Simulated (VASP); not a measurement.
Input:

```xyz
2
Lattice="0.0000 3.1718 3.1718 3.1718 0.0000 3.1718 3.1718 3.1718 0.0000" Properties=species:S:1:pos:R:3 pbc="T T T"
Al     0.0000     0.0000     0.0000
Sb     1.5859     1.5859     1.5859
```

All values below come from optB88-vdW, VASP's PBE PAW potentials (set 64) (plane waves; VASP). Run with 520 eV cut-off, 7×7×7 Γ-centred mesh, Gaussian smearing of 0.050 eV, potentials Al Sb.

Problem. Give the stress tensor in GPa (positive for a compressed cell).

Solution. 
```
-2.56   0.00   0.00
 0.00  -2.56   0.00
 0.00   0.00  -2.56
```
The pressure is its mean diagonal, -2.56 GPa.

The compound is AlSb in the zinc blende structure. This cell is one point of a volume scan, at 1.06 of the reference volume.
